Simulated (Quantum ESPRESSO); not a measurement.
The system is Te2Mo.

```
Te Mo
1.0
     3.51820    0.00000    0.00000
    -1.75910    3.04685    0.00000
     0.00000    0.00000   13.97360
Te Mo
4 2
Direct
  0.66667 0.33333 0.37900
  0.33333 0.66667 0.87900
  0.66667 0.33333 0.12100
  0.33333 0.66667 0.62100
  0.66667 0.33333 0.75000
  0.33333 0.66667 0.25000
```

```yaml
Program: Quantum ESPRESSO 7.5
Task: relaxation of cell and atoms
Functional: OLYP
Dispersion: D4
Potentials_or_basis: PseudoDojo 0.4.1 SR PBE standard
Cutoff: 1088 eV
Density_cutoff: 4354 eV
k_mesh: 6 × 6 × 1
Occupations: fermi-dirac, width 0.05 eV
Spin: no spin polarisation
```

At the start: pressure -4.3 GPa; volume 24.96 Å³/atom.

Problem. Where does the relaxation end?

Solution. Over 12 steps the energy falls by 22.9 meV/atom and the volume is 22.97 Å³/atom (-8.0 %); space group P6_3/mmc (No. 194, to 0.05 Å).

Step by step:
```csv
step,energy change (eV),largest force (eV/Å),pressure (GPa),volume (Å³)
1,0.0000,0.2439,-4.29,149.79
2,-0.0205,0.1303,-3.66,149.08
3,-0.0657,0.3482,-0.79,145.71
4,-0.0742,0.3507,-0.59,145.09
5,-0.1231,0.1293,0.28,139.93
6,-0.1248,0.0468,-0.04,139.86
7,-0.1255,0.0073,-0.23,139.88
8,-0.1271,0.0431,-0.46,139.78
9,-0.1301,0.1028,-0.70,139.39
10,-0.1342,0.1303,-0.71,138.64
11,-0.1368,0.0862,-0.41,138.01
12,-0.1377,0.0176,-0.09,137.85
```

Final structure:
```
Te Mo
1.0
     3.43230    0.00000    0.00000
    -1.71615    2.97246    0.00000
     0.00000    0.00000   13.51122
Te Mo
4 2
Direct
  0.66667 0.33333 0.38395
  0.33333 0.66667 0.88395
  0.66667 0.33333 0.11605
  0.33333 0.66667 0.61605
  0.66667 0.33333 0.75000
  0.33333 0.66667 0.25000
```

Caveat: the k mesh is coarse (spacing up to 0.45 Å⁻¹), so the values aren't converged; the potentials were made for another functional, which shifts forces and pressure.
